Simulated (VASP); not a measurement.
# W (Im-3m) in VASP: a series of runs, part 2 of 2

VASP 6.6.1. The steps go on from the part before.

## 3. Relaxation of cell and atoms, PBE

This run uses another cell than the first one, of 16.16 Å³/atom, 1.020 times its volume.

Input file INCAR:

```
PREC     = Accurate       # precision mode
ENCUT    = 520            # plane-wave cutoff, eV
EDIFF    = 1E-7           # SCF threshold, eV
ISMEAR   = 0              # smearing method
SIGMA    = 0.1            # smearing width, eV
LREAL    = False          # projectors in reciprocal space
LASPH    = True           # aspherical terms in the spheres
NELM     = 60             # most SCF steps
ALGO     = Normal         # electronic algorithm
ISIF     = 3              # what is computed and relaxed
LWAVE    = False          # write WAVECAR
LCHARG   = False          # write CHGCAR
GGA      = PE             # functional
IBRION   = 2              # ionic algorithm
NSW      = 80             # ionic steps
EDIFFG   = -0.002         # ionic threshold
```

Input file KPOINTS:

```
regular mesh
0
Gamma
  26 26 26
```

Input file POSCAR:

```
W                                       
1.0
   -1.5926730312      1.5926730312      1.5926730312
    1.5926730312     -1.5926730312      1.5926730312
    1.5926730312      1.5926730312     -1.5926730312
  W             
     1
Direct
     0.0000000000000000    0.0000000000000000    0.0000000000000000
```

Potentials or basis: VASP PAW PBE potentials, release 64 (W_sv).

Started as:

```sh
$ cat potpaw_PBE.64/W_sv/POTCAR > POTCAR
$ mpirun -np 1 vasp_std > vasp.out
```

OUTCAR:

```text
PREC = Accurate
   ENCUT = 520
   EDIFF = 1E-7
   ISMEAR = 0
   LREAL = False
   LASPH = True
   NELM = 60
   ISIF = 3
   GGA = PE
   IBRION = 2
   NSW = 80
   EDIFFG = -0.002

 ion  position               nearest neighbor table
   1  0.000  0.000  0.000-

  LATTYP: Found a body centered cubic cell.
 ALAT       =     3.1853460624

  Lattice vectors:

 A1 = (  -1.5926730312,   1.5926730312,   1.5926730312)
 A2 = (   1.5926730312,  -1.5926730312,   1.5926730312)
 A3 = (   1.5926730312,   1.5926730312,  -1.5926730312)

Analysis of symmetry for initial positions (statically):
=====================================================================
 Subroutine PRICEL returns:
 Original cell was already a primitive cell.

 Routine SETGRP: Setting up the symmetry group for a
 body centered cubic supercell.

 Subroutine GETGRP returns: Found 48 space group operations
 (whereof 48 operations were pure point group operations)
 out of a pool of 48 trial point group operations.

The static configuration has the point symmetry O_h .

Analysis of symmetry for dynamics (positions and initial velocities):
=====================================================================
 Subroutine PRICEL returns:
 Original cell was already a primitive cell.

 Routine SETGRP: Setting up the symmetry group for a
 body centered cubic supercell.

 Subroutine GETGRP returns: Found 48 space group operations
 (whereof 48 operations were pure point group operations)
 out of a pool of 48 trial point group operations.

The dynamic configuration has the point symmetry O_h .

 Subroutine INISYM returns: Found 48 space group operations
 (whereof 48 operations are pure point group operations),
 and found     1 'primitive' translations

----------------------------------------------------------------------------------------

                                     Primitive cell

[... 115 lines left out ...]
   AEXX    =    0.0000 exact exchange contribution
   IVDW    =     0    specifies the selected vdW correction
   LEPSILON=     F    determine dielectric tensor
   LRPA    =     F    only Hartree local field effects (RPA)
 conjugate gradient relaxation of ions
 non-spin polarized calculation
 Gauss-broadening in eV      SIGMA  =   0.10
  energy-cutoff  :      520.00
  volume of cell :       16.16
 maximum number of plane-waves:       466
 NGX is ok and might be reduce to    24
   NGX = 11   NGY = 11   NGZ = 11

 number of electron      14.0000002 magnetization

 Free energy of the ion-electron system (eV)
  ---------------------------------------------------
  ext. energy  EPLUGINS =         0.00000000
  ---------------------------------------------------
  free energy    TOTEN  =       -12.95585914 eV

  energy without entropy =      -12.95355221  energy(sigma->0) =      -12.95470568

 E-fermi :  11.1712     XC(G=0): -13.5324

 val. band max:       11.1708609944   @ k =   0.4231   0.0769   0.0385
 cond. band min:      11.1754472077   @ k =  -0.2692   0.3462   0.1923
 fundamental gap:      0.0045862132
 Fermi energy:        11.1712246255

 k-point     1 :       0.0000    0.0000    0.0000
  band No.  band energies     occupation
      1     -63.0452      2.00000
      2     -26.6344      2.00000
      3     -26.6344      2.00000
      4     -26.6344      2.00000
      5       1.6366      2.00000
      6       9.9684      2.00000
      7       9.9684      2.00000
      8       9.9684      2.00000
      9      13.3816      0.00000
     10      13.3816      0.00000
     11      25.6398      0.00000
[... 309 lines left out ...]
 k-point    24 :       0.3846    0.0385    0.0000
  band No.  band energies     occupation
      1     -62.9325      2.00000
      2     -27.7387      2.00000
      3     -26.9994      2.00000
      4     -26.6475      2.00000
      5       5.0774      2.00000
      6       7.8636      2.00000
      7      10.6040      2.00000
      8      13.3031      0.00000
      9      14.0993      0.00000
     10      16.1176      0.00000
     11      23.0314      0.00000

 [... further k-points ...]

------------------------ aborting loop because EDIFF is reached ----------------------------------------

  FORCE on cell =-STRESS in cart. coord.  units (eV):
  Direction    XX          YY          ZZ          XY          YZ          ZX
  --------------------------------------------------------------------------------------
  -------------------------------------------------------------------------------------
  Total       -0.0000362     -0.0000362     -0.0000362     -0.0000000      0.0000000     -0.0000000
  in kB       -0.0035914     -0.0035914     -0.0035914     -0.0000000      0.0000000     -0.0000000
  external PRESSURE =      -0.0035914 kB  Pullay stress =       0.0000000 kB

 VOLUME and BASIS-vectors are now :
 -----------------------------------------------------------------------------
  energy-cutoff  :      520.00
  volume of cell :       16.16
      direct lattice vectors                 reciprocal lattice vectors
    -1.592673031  1.592673031  1.592673031     0.000000000  0.313937632  0.313937632
     1.592673031 -1.592673031  1.592673031     0.313937632  0.000000000  0.313937632
     1.592673031  1.592673031 -1.592673031     0.313937632  0.313937632  0.000000000

 POSITION                                       TOTAL-FORCE (eV/Angst)
 -----------------------------------------------------------------------------------
      0.00000      0.00000      0.00000        -0.000000      0.000000     -0.000000
 -----------------------------------------------------------------------------------
    total drift:                               -0.000000      0.000000      0.000000

  FREE ENERGIE OF THE ION-ELECTRON SYSTEM (eV)
  ---------------------------------------------------
  free  energy   TOTEN  =       -12.9558591364 eV

  energy  without entropy=      -12.9535522144  energy(sigma->0) =      -12.95470568

 reached required accuracy - stopping structural energy minimisation
```

OSZICAR:

```text
N       E                     dE             d eps       ncg     rms          rms(c)
DAV:   1     0.760564269869E+02    0.76056E+02   -0.78946E+03 11266   0.145E+03
DAV:   2    -0.120239952463E+02   -0.88080E+02   -0.84784E+02 12054   0.331E+02
DAV:   3    -0.135828078451E+02   -0.15588E+01   -0.15433E+01 12953   0.435E+01
DAV:   4    -0.135910519507E+02   -0.82441E-02   -0.82431E-02 12113   0.344E+00
DAV:   5    -0.135911197320E+02   -0.67781E-04   -0.67783E-04 12715   0.317E-01    0.202E+01
DAV:   6    -0.130892027831E+02    0.50192E+00   -0.59876E-01 11992   0.103E+01    0.794E+00
DAV:   7    -0.129599827309E+02    0.12922E+00   -0.31383E-01 12530   0.698E+00    0.674E-01
DAV:   8    -0.129558687224E+02    0.41140E-02   -0.37478E-03 11596   0.923E-01    0.774E-02
DAV:   9    -0.129558631215E+02    0.56009E-05   -0.11428E-04 12968   0.140E-01    0.462E-02
DAV:  10    -0.129558587010E+02    0.44205E-05   -0.13702E-05 12145   0.542E-02    0.983E-03
DAV:  11    -0.129558593418E+02   -0.64084E-06   -0.21422E-07 11544   0.568E-03    0.688E-04
DAV:  12    -0.129558591392E+02    0.20266E-06   -0.92893E-09  6218   0.113E-03    0.671E-05
DAV:  13    -0.129558591364E+02    0.28151E-08   -0.55785E-10  5942   0.353E-04
   1 F= -.12955859E+02 E0= -.12954706E+02  d E =-.129559E+02
```

Wall time 40 s (1 thread of Intel Xeon Platinum 8488C (Sapphire Rapids), shared host); peak memory 0.22 GiB.

Results:

```yaml
Free_energy: -12.9559 eV
Pressure_after_relaxing: 0.0 GPa
Band_gap_on_the_k_mesh: none (metal or under the smearing width)
```

Final structure:
```
W
1.0
    -1.59267    1.59267    1.59267
     1.59267   -1.59267    1.59267
     1.59267    1.59267   -1.59267
W
1
Direct
  0.00000 0.00000 0.00000
```

Levels at points of the mesh, in eV from the Fermi level:
```tsv
k point	band 5	band 6	band 7	band 8	band 9	band 10
(0.00, 0.00, 0.00)	-9.53	-1.20	-1.20	-1.20	2.21	2.21
(0.50, 0.00, 0.00)	-6.16	-3.48	0.61	2.09	3.05	5.97
(0.50, 0.50, 0.50)	-5.69	-5.69	5.02	5.02	5.02	8.09
```

Caveat: the relaxation stopped at its first step, so nothing moved. Spin-orbit coupling is left out, which matters for the levels of W.
